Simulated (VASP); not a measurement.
# Cs (I4/mmm) in VASP: a series of runs

Runs on Cs. Level: PBE. Tasks: single point.

Program: VASP 6.6.1. These are calculated values, not measurements. Logs are shortened: lines on timing, memory, paths and dates and some standing lists are left out, and cuts for length are marked.

### Step 1. Starting point

The structure is tetragonal, space group I4/mmm (No. 139). The conventional cell has a = 5.500 Å, b = 5.500 Å, c = 8.194 Å, α = 90.00°, β = 90.00°, γ = 90.00°.

This isn't the form of Cs at room conditions, which is bcc.

### Step 2. Single point, PBE

The input, INCAR:

```
PREC = Accurate
ENCUT = 550
EDIFF = 1E-6
ISMEAR = 1
SIGMA = 0.15
LREAL = False
LASPH = True
NELM = 100
ALGO = Normal
ISIF = 2
LWAVE = False
LCHARG = False
GGA = PE
NBANDS = 10
ADDGRID = False
```

The input, KPOINTS:

```
regular mesh
0
Gamma
  5 5 5
```

The input, POSCAR:

```
Cs
1.0
   -2.7500754600      2.7500754600      4.0972389800
    2.7500754600     -2.7500754600      4.0972389800
    2.7500754600      2.7500754600     -4.0972389800
Cs
1
Direct
    0.0000000000      0.0000000000      0.0000000000
```

Potentials or basis: VASP PAW PBE potentials, release 64 (Cs_sv).

Run with:

```
$ cat potpaw_PBE.64/Cs_sv/POTCAR > POTCAR
$ mpirun -np 1 vasp_std > vasp.out
```

OUTCAR:

```text
PREC = Accurate
   ENCUT = 550
   EDIFF = 1E-6
   ISMEAR = 1
   LREAL = False
   LASPH = True
   NELM = 100
   ISIF = 2
   GGA = PE

 Found     18 irreducible k-points:

 Following reciprocal coordinates:
            Coordinates               Weight
  0.000000  0.000000  0.000000      1.000000
  0.200000  0.000000  0.000000      8.000000
  0.400000  0.000000  0.000000      8.000000
  0.200000  0.200000  0.000000      8.000000
  0.400000  0.200000  0.000000     16.000000
 -0.400000  0.200000  0.000000     16.000000
   k-points           NKPTS =     18   k-points in BZ     NKDIM =     18   number of bands    NBANDS=     10
   number of dos      NEDOS =    301   number of ions     NIONS =      1
   total plane-waves  NPLWV = 110592
   dimension x,y,z NGX =    48 NGY =   48 NGZ =   48
   dimension x,y,z NGXF=    96 NGYF=   96 NGZF=   96
   ions per type =               1
   NGX,Y,Z   is equivalent  to a cutoff of  14.13, 14.13, 14.13 a.u.
   NGXF,Y,Z  is equivalent  to a cutoff of  28.25, 28.25, 28.25 a.u.
 SYSTEM =  unknown system
   PREC   = accura    normal or accurate (medium, high low for compatibility)
   ISTART =      0    job   : 0-new  1-cont  2-samecut
   ICHARG =      2    charge: 1-file 2-atom 10-const
   ISPIN  =      1    spin polarized calculation?
   LNONCOLLINEAR =      F non collinear calculations
   LSORBIT =      F    spin-orbit coupling
   LASPH  =      T    aspherical Exc in radial PAW
   ENCUT  =  550.0 eV  40.42 Ry    6.36 a.u.  10.80 10.80 10.80*2*pi/ulx,y,z
   NELM   =    100;   NELMIN=  2; NELMDL= -5     # of ELM steps
   EDIFF  = 0.1E-05   stopping-criterion for ELM
   LREAL  =      F    real-space projection
   EDIFFG = 0.1E-04   stopping-criterion for IOM
   NSW    =      0    number of steps for IOM
   IBRION =     -1    ionic relax: 0-MD 1-quasi-New 2-CG
   NFREE  =      0    steps in history (QN), initial steepest desc. (CG)
   ISIF   =      2    stress and relaxation
   ISYM   =      2    0-nonsym 1-usesym 2-fastsym
   POTIM  = 0.5000    time-step for ionic-motion
   TEBEG  =    0.0;   TEEND  =   0.0 temperature during run
   PSTRESS=    0.0 pullay stress
   NELECT =       9.0000    total number of electrons
   NUPDOWN=      -1.0000    fix difference up-down
   EMIN   =  10.00;   EMAX   =-10.00  energy-range for DOS
   EFERMI =   0.00;   METHOD = LEGACY
   ISMEAR =     1;   SIGMA  =   0.15  broadening in eV -4-tet -1-fermi 0-gaus
   EFERMI_NEDOS =   21; number of points for ismear=-14 and -15
   IALGO  =     38    algorithm
   IMIX   =      4    mixing-type and parameters
     AMIX     =   0.40;   BMIX     =  1.00
     AMIX_MAG =   1.60;   BMIX_MAG =  1.00
  volume/ion in A,a.u.               =     123.95       836.44
  Fermi-wavevector in a.u.,A,eV,Ry     =   0.682981  1.290648  6.346621  0.466463
  Thomas-Fermi vector in A             =   1.762213
   LORBIT       =      0    0 simple, 1 ext, 2 COOP (PROOUT), +10 PAW based schemes
   GGA     = PE    functional components
   LHFCALC =     F    Hartree Fock is set to
   AEXX    =    0.0000 exact exchange contribution
   IVDW    =     0    specifies the selected vdW correction
   LEPSILON=     F    determine dielectric tensor
   LRPA    =     F    only Hartree local field effects (RPA)
 non-spin polarized calculation
 Methfessel and Paxton  Order N= 1 SIGMA  =   0.15
  energy-cutoff  :      550.00
  volume of cell :      123.95
 maximum number of plane-waves:      3644
 NGX is ok and might be reduce to    48

 number of electron       9.0000001 magnetization

 Free energy of the ion-electron system (eV)
  ---------------------------------------------------
  ext. energy  EPLUGINS =         0.00000000
  ---------------------------------------------------
  free energy    TOTEN  =        -0.87159970 eV

  energy without entropy =       -0.87468273  energy(sigma->0) =       -0.87262738

 E-fermi :   0.3582     XC(G=0):  -5.2233

 val. band max:        0.3419097791   @ k =  -0.4000   0.4000   0.0000
 cond. band min:       0.5483807492   @ k =   0.4000   0.2000   0.0000
 fundamental gap:      0.2064709701
 Fermi energy:         0.3581578173

 k-point     1 :       0.0000    0.0000    0.0000
  band No.  band energies     occupation
      1     -23.6307      2.00000
      2     -10.3856      2.00000
      3     -10.3834      2.00000
      4     -10.3834      2.00000
      5      -1.3299      2.00000
      6       2.5765     -0.00000
      7       2.7386     -0.00000
      8       2.7386     -0.00000
      9       3.5163      0.00000
     10       3.8378      0.00000

 k-point     2 :       0.2000    0.0000    0.0000
  band No.  band energies     occupation
      1     -23.6292      2.00000
      2     -10.4209      2.00000
      3     -10.3913      2.00000
      4     -10.3870      2.00000
      5      -0.9538      2.00000
      6       2.0955     -0.00000
      7       2.6960     -0.00000
      8       2.8640     -0.00000
      9       3.4426      0.00000
     10       3.6195      0.00000

 k-point     3 :       0.4000    0.0000    0.0000
  band No.  band energies     occupation
      1     -23.6269      2.00000
      2     -10.4790      2.00000
      3     -10.4014      2.00000
      4     -10.3929      2.00000
      5      -0.0422      2.00105
      6       1.2416     -0.00000
      7       2.4795     -0.00000
      8       2.7030     -0.00000
      9       4.1376      0.00000
     10       4.1589      0.00000

 k-point     4 :       0.2000    0.2000    0.0000
  band No.  band energies     occupation
      1     -23.6275      2.00000
      2     -10.4448      2.00000
      3     -10.4137      2.00000
      4     -10.3951      2.00000
      5      -0.3937      2.00000
      6       1.7983     -0.00000
      7       2.1859     -0.00000
      8       2.9511     -0.00000
      9       3.1967     -0.00000
     10       4.2344      0.00000

 k-point     5 :       0.4000    0.2000    0.0000
  band No.  band energies     occupation
      1     -23.6259      2.00000
      2     -10.4748      2.00000
      3     -10.4234      2.00000
      4     -10.4064      2.00000
      5       0.5484     -0.07037
      6       1.0634     -0.00000
      7       2.0009     -0.00000
      8       2.7695     -0.00000
      9       3.8040      0.00000
     10       4.0831      0.00000

 k-point     6 :      -0.4000    0.2000    0.0000
  band No.  band energies     occupation
      1     -23.6265      2.00000
      2     -10.4634      2.00000
      3     -10.4104      2.00000
      4     -10.4085      2.00000
      5      -0.0521      2.00076
      6       1.4946     -0.00000
      7       2.1515     -0.00000
      8       2.8850     -0.00000
      9       3.5016      0.00000
     10       4.3030      0.00000

 [... further k-points ...]

------------------------ aborting loop because EDIFF is reached ----------------------------------------

  FORCE on cell =-STRESS in cart. coord.  units (eV):
  Direction    XX          YY          ZZ          XY          YZ          ZX
  --------------------------------------------------------------------------------------
  -------------------------------------------------------------------------------------
  Total       -0.0874281     -0.0874281     -0.1318160      0.0000000      0.0000000     -0.0000000
  in kB       -1.1301115     -1.1301115     -1.7038772      0.0000000      0.0000000     -0.0000000
  external PRESSURE =      -1.3213668 kB  Pullay stress =       0.0000000 kB

 VOLUME and BASIS-vectors are now :
 -----------------------------------------------------------------------------
  energy-cutoff  :      550.00
  volume of cell :      123.95
      direct lattice vectors                 reciprocal lattice vectors
    -2.750075460  2.750075460  4.097238980     0.000000000  0.181813193  0.122033399
     2.750075460 -2.750075460  4.097238980     0.181813193  0.000000000  0.122033399
     2.750075460  2.750075460 -4.097238980     0.181813193  0.181813193  0.000000000

 POSITION                                       TOTAL-FORCE (eV/Angst)
 -----------------------------------------------------------------------------------
      0.00000      0.00000      0.00000        -0.000000      0.000000     -0.000000
 -----------------------------------------------------------------------------------
    total drift:                               -0.000000      0.000000      0.000000

  FREE ENERGIE OF THE ION-ELECTRON SYSTEM (eV)
  ---------------------------------------------------
  free  energy   TOTEN  =        -0.8715997022 eV

  energy  without entropy=       -0.8746827257  energy(sigma->0) =       -0.87262738
```

Run time: 16 s. Hardware: 1 thread of Intel Xeon Platinum 8488C (Sapphire Rapids), shared host; peak memory 0.28 GiB.

These settings aren't checked as converged: the numbers below hold their error.

Results:

| Property | Result |
| --- | --- |
| Free energy | -0.8716 eV |
| Pressure | -0.1 GPa |
| Band gap on the k mesh | none (metal or under the smearing width) |

### Step 3. Single point, PBE

This run uses another cell than the first one, of the same volume but with other edges.

INCAR is that of step 2.

KPOINTS is that of step 2.

The input, POSCAR:

```
Cs
1.0
   -2.6528630000      2.7200140000      3.9488130000
    2.8833600000     -2.6988260000      4.0893020000
    2.7318000000      2.7777640000     -3.9345920000
Cs
1
Direct
    0.0073440000      0.0133040000      0.0001460000
```

Potentials or basis: VASP PAW PBE potentials, release 64 (Cs_sv).

Run with:

```
$ cat potpaw_PBE.64/Cs_sv/POTCAR > POTCAR
$ mpirun -np 1 vasp_std > vasp.out
```

It took 39 s on 1 thread of Intel Xeon Platinum 8488C (Sapphire Rapids), shared host; peak memory 0.3 GiB.

These settings aren't checked as converged: the numbers below hold their error.

What came out:

| Property | Result |
| --- | --- |
| Free energy | -0.8691 eV |
| Pressure | -0.1 GPa |
| Band gap on the k mesh | none (metal or under the smearing width) |

### Step 4. Single point, PBE

INCAR, as its differences from that of step 3:

```diff
@@ -1,3 +1,3 @@
 PREC = Accurate
-ENCUT = 550
+ENCUT = 450
 EDIFF = 1E-6
```

The input, KPOINTS:

```
regular mesh
0
Gamma
  6 6 6
```

The input, POSCAR:

```
Cs
1.0
   -2.7500754600      2.7500754600      4.0972389800
    2.7500754600     -2.7500754600      4.0972389800
    2.7500754600      2.7500754600     -4.0972389800
Cs
1
Direct
    0.0000000000      0.0000000000      0.0000000000
```

Run with:

```
$ cat potpaw_PBE.64/Cs_sv/POTCAR > POTCAR
$ mpirun -np 1 vasp_std > vasp.out
```

Run time: 16 s. Hardware: 1 thread of Intel Xeon Platinum 8488C (Sapphire Rapids), shared host; peak memory 0.22 GiB.

The run converged, but some of its settings lie outside the range that counts as converged, so its numbers aren't taken as properties of the crystal.

What came out:

```yaml
Free_energy: -0.8384 eV
Pressure: -0.1 GPa
Band_gap_on_the_k_mesh: none (metal or under the smearing width)
```

### Step 5. The reference run

An earlier run on the cell as given: functional PBE; potentials or basis VASP PAW PBE potentials, release 64 (Cs_sv); cutoff 520 eV; k mesh 7 × 7 × 7; occupations fermi-dirac, width 0.05 eV; no spin polarisation.

* Pressure: -0.1 GPa
* Band gap on the k mesh: none (metal or under the smearing width)
